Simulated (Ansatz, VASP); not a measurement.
One calculation of Cu, two programs

The input INCAR:

```
  ALGO = Normal
  EDIFF = 1E-7
  ENCUT = 520
  GGA = PE
  ISIF = 2
  ISMEAR = 0
  LASPH = T
  LCHARG = T
  LELF = T
  LREAL = F
  LVHAR = T
  LWAVE = F
  NBANDS = 18
  NELM = 100
  PREC = Accurate
  SIGMA = 0.1
```

Contents of KPOINTS:

```
k-points
0
Gamma
  6 6 4
```

The input POSCAR:

```
Cu
1.0
    2.5340966698      0.0000000000      0.0000000000
   -1.2670483349      2.1945920917      0.0000000000
    0.0000000000      0.0000000000      4.1125710000
Cu
2
Direct
    0.3333333333      0.6666666667      0.2500000000
    0.6666666667      0.3333333333      0.7500000000
```

Input for Ansatz:

```yaml
crystal:
  lattice:
    - [2.5340966698, 0.0, 0.0]
    - [-1.2670483349, 2.1945920917, 0.0]
    - [0.0, 0.0, 4.112571]
  atoms:
    - { symbol: Cu, position: [0.3333333333, 0.6666666667, 0.25] }
    - { symbol: Cu, position: [0.6666666667, 0.3333333333, 0.75] }
basis:
  ecutwfc: "17 Ha"
  ecutrho_ratio: 6
kpoints:
  mp_grid: { grid: [6, 6, 4] }
hamiltonian:
  xc: pbe
scf:
  occupations: { method: gaussian, width: 0.1 }
output:
  forces: true
  stress: true
  eigenvalues: true
```

Alike in both runs: task single point; functional PBE; k mesh 6 × 6 × 4; occupations gaussian, width 0.1 eV; no spin polarisation.

|  | VASP | Ansatz |
| --- | --- | --- |
| version | VASP 6.6.1 | Ansatz 0.2.0 |
| potentials or method | VASP PAW PBE potentials, release 64 (Cu) | scalar-relativistic, plane waves, PAW |
| plane-wave cutoff (eV) | 520 | 463 |
| valence electrons in the cell | 22 | 38 |

```tsv
	VASP	Ansatz	Ansatz less VASP
gap on the k mesh at the Fermi level (eV)	none	none	-
pressure (GPa)	8.2	7.6	-0.60
largest component of the traceless stress (GPa)	1.20	1.16	-0.035
```

A gap of «none» marks a metal or a gap that the smearing closes. With one functional, cell and mesh, what is left measures potentials, basis and numerics. The two sets of potentials don't hold the same shells in valence.

Caveats: the k mesh is coarse (spacing up to 0.48 Å⁻¹), so the values aren't converged.
